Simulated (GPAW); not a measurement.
CuO:

```
Cu O
1.0
     3.42205    0.00000    0.00000
     0.00000    3.42205    0.00000
     0.00000    0.00000    4.26046
Cu O
2 2
Cartesian
  0.0000 1.7110 0.0000
  1.7110 0.0000 2.1302
  0.0000 0.0000 1.0651
  0.0000 0.0000 3.1953
```

Measurements of this composition are mostly on another form, of space group No. 15.

- Program: GPAW 26.7.0
- Task: relaxation of cell and atoms
- Functional: PW91
- Dispersion: D4
- Potentials or basis: PAW data sets generated in the run's folder for this functional
- Cutoff: 800 eV
- Basis: pw
- k mesh: 6 × 6 × 5
- Occupations: fermi-dirac, width 0.05 eV
- Spin: no spin polarisation

At the start: pressure -4.8 GPa; volume 12.47 Å³/atom.

**Question.** Where does the relaxation end?

**Answer.** Over 10 steps the energy falls by 386.1 meV/atom and the volume is 11.02 Å³/atom (-11.6 %); space group P4_2/mmc (No. 131, to 0.05 Å).

The path:
| step | energy change (eV) | largest force (eV/Å) | pressure (GPa) | volume (Å³) |
| --- | --- | --- | --- | --- |
| 1 | 0.0000 | 0.0000 | -4.78 | 49.89 |
| 2 | -0.0786 | 0.0000 | -4.65 | 49.69 |
| 3 | -0.7550 | 0.0001 | -3.31 | 47.90 |
| 4 | -1.2479 | 0.0001 | -1.46 | 46.22 |
| 5 | -1.5009 | 0.0000 | 0.60 | 44.64 |
| 6 | -1.5409 | 0.0000 | 1.52 | 43.79 |
| 7 | -1.5414 | 0.0000 | 1.38 | 43.77 |
| 8 | -1.5424 | 0.0000 | 0.98 | 43.83 |
| 9 | -1.5436 | 0.0000 | 0.37 | 43.98 |
| 10 | -1.5444 | 0.0000 | 0.03 | 44.09 |

Final structure:
```
CELL_PARAMETERS angstrom
2.92106 0.00000 0.00000
0.00000 2.92106 0.00000
0.00000 0.00000 5.16760
ATOMIC_POSITIONS crystal
Cu 0.00000 0.50000 0.00000
Cu 0.50000 0.00000 0.50000
O 0.00000 0.00000 0.25000
O 0.00000 0.00000 0.75000
```

Caveat: with this Cu data set, volumes or pressures lay over 1.5 % or 2 GPa off other programs in two to four cells of ten; later steps reuse the first step's grids; the run has no spin polarisation, though such a crystal can be magnetic; pairwise dispersion overbinds metals, which lowers pressure and volume.
